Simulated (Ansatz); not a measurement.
# A thicker film of KZnF3 (001), ZnF2 faces from two thinner ones

In a field along its normal an insulating film takes a dipole p. Written as a length, p/(ε₀AE), it should grow by 1 − 1/ε for each ångström added.

Set-up. Ansatz 0.2.0, plane waves with PAW datasets (its set soft_2), PBEsol; perovskite films relaxed at a bulk in-plane lattice constant near the measured one, then held in weak fields of both signs with a dipole correction (A is the cell's area, E the outer field).

```tsv
run	distance between the outer atoms (Å)	p/(ε₀AE) (Å)
2 units	8.202	6.289
3 units	12.258	8.673
5 units	20.366	?
```

**Question.** What value belongs in the row marked “?”, and how far can the other rows tell?

Two rows fix a line: slope = (8.673 − 6.289) / (12.258 − 8.202) = 0.5878, intercept 1.4678. That slope means ε = 1/(1 − 0.5878) = 2.43. At 20.366 it gives 0.5878 × 20.366 + 1.4678 = 13.439 Å, beyond the rows fitted. Rounding of the rows alone allows about ±0.004 Å there; two rows can't show whether the line holds.

The run itself gives 13.442 Å: a miss of +0.003 Å, or 0.0 % of the value. The length is met to within 1 %, though ε is more sensitive than the length: the two thickest films give ε = 2.43.

**Limits.** This is the electronic response alone. A unit is one step of the cut along the normal (a plane, a pair of planes or a cell), and the layers relax along it, away from their bulk spacing where the functional's lattice constant differs from the one held.

[Logs are printed without paths, hosts, clocks, repeated set-up lines and the standing remarks that a program may print on its own settings, such as how far it seeks lower states.]
